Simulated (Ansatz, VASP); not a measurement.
**One calculation of C, two programs**

INCAR

```
SYSTEM = C
  ALGO = Fast
  DIPOL = 0.5 0.5 0.257
  EDIFF = 1E-6
  ENCUT = 520
  GGA = PE
  IDIPOL = 3
  ISIF = 2
  ISMEAR = 0
  IVDW = 12
  LASPH = .TRUE.
  LCHARG = .FALSE.
  LDIPOL = .TRUE.
  LREAL = .FALSE.
  LWAVE = .FALSE.
  NBANDS = 11
  NELM = 60
  PREC = Accurate
  SIGMA = 0.1
```

The input KPOINTS:

```
k-points
0
G
  15 15 1
  0 0 0
```

POSCAR

```
C
1.0
    2.4656677093      0.0000000000      0.0000000000
   -1.2328338546      2.1353308736      0.0000000000
    0.0000000000      0.0000000000     17.5000661151
C
2
Direct
    0.6666666667      0.3333333333      0.2571437747
    0.3333333333      0.6666666667      0.2571418857
```

Input for Ansatz:

```yaml
crystal:
  lattice:
    - [2.4656677093, 0.0, 0.0]
    - [-1.2328338546, 2.1353308736, 0.0]
    - [0.0, 0.0, 17.5000661151]
  atoms:
    - { symbol: C, position: [0.6666666667, 0.3333333333, 0.2571437747] }
    - { symbol: C, position: [0.3333333333, 0.6666666667, 0.2571418857] }
basis:
  ecutwfc: 420
kpoints:
  mp_grid: { grid: [15, 15, 1] }
hamiltonian:
  xc: pbe
  dispersion: d3bj
scf:
  occupations: { method: gaussian, width: 0.1 }
output:
  forces: true
  eigenvalues: true
efield:
  axis: 3
  dipole_correction: true
  ramp_width: 0.04
```

Alike in both runs: task single point; functional PBE; dispersion D3(BJ); k mesh 15 × 15 × 1; occupations gaussian, width 0.1 eV; no spin polarisation.

|  | VASP | Ansatz |
| --- | --- | --- |
| version | VASP 6.6.1 | Ansatz 0.2.0 |
| potentials or method | VASP PAW PBE potentials, release 64 (C) | scalar-relativistic, plane waves, PAW |
| plane-wave cutoff (eV) | 520 | 420 |
| valence electrons in the cell | 8 | 8 |

VASP gave:

- gap on the k mesh at the Fermi level (eV): none
- work function, face that differs most (eV): 4.15

**Question.** Which values does Ansatz return?

**Answer.** gap on the k mesh at the Fermi level (eV): none; work function, face that differs most (eV): 4.24.

A gap of «none» marks a metal or a gap that the smearing closes. Ansatz warned: «structure_snapped_to_symmetry».
